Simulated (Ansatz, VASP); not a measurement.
One calculation of NaF, two programs

File INCAR:

```
ALGO = Normal
EDIFF = 1E-8
ENCUT = 520
GGA = CA
ISIF = 2
ISMEAR = -1
LASPH = True
LCHARG = False
LEFG = True
LREAL = False
LWAVE = False
NBANDS = 14
NELM = 80
PREC = Accurate
SIGMA = 0.02
```

File KPOINTS:

```
k-points
0
Gamma
  10 10 10
```

POSCAR

```
NaF
1.0
    0.0000000000      2.3155297078      2.3155297078
    2.3155297078      0.0000000000      2.3155297078
    2.3155297078      2.3155297078      0.0000000000
Na F
1 1
Direct
    0.0000000000      0.0000000000      0.0000000000
    0.5000000000      0.5000000000      0.5000000000
```

Input for Ansatz:

```yaml
crystal:
  lattice:
    - [0.0, 2.3155297078, 2.3155297078]
    - [2.3155297078, 0.0, 2.3155297078]
    - [2.3155297078, 2.3155297078, 0.0]
  atoms:
    - { symbol: Na, position: [0.0, 0.0, 0.0] }
    - { symbol: F, position: [0.5, 0.5, 0.5] }
kpoints:
  mp_grid: { grid: [10, 10, 10] }
scf:
  occupations: { method: fermi_dirac, width: 0.02 }
hamiltonian:
  xc: lda
  pseudopotentials: { kind: all_electron, datasets: crystal }
output:
  forces: true
  stress: true
  eigenvalues: true
  efg: { contact_densities: true }
```

Change from the starting cell: volume scaled by 0.99, crystal datasets.

Alike in both runs: task electric field gradients; functional LDA; k mesh 10 × 10 × 10; occupations fermi-dirac, width 0.02 eV; no spin polarisation.

```csv
,VASP,Ansatz
version,VASP 6.6.1,Ansatz 0.2.0
potentials or method,"VASP PAW LDA potentials, release 64 (Na_pv, F)","all-electron PAW with datasets made for the crystal, scalar-relativistic"
plane-wave cutoff (eV),520,see its input
```

Ansatz gave:

```
gap on the k mesh at the Fermi level (eV)                      : 5.97
pressure (GPa)                                                 : -4.2
Vzz of the field gradient on the site that differs most (V/Å²) : 0.0
```

**Question.** Estimate VASP's values.

**Answer.** gap on the k mesh at the Fermi level (eV): 5.97; pressure (GPa): -4.3; Vzz of the field gradient on the site that differs most (V/Å²): 0.0.

Ansatz ran all-electron here, so the differences hold the error of VASP's frozen core and of both bases.

A k mesh can miss the band edges.
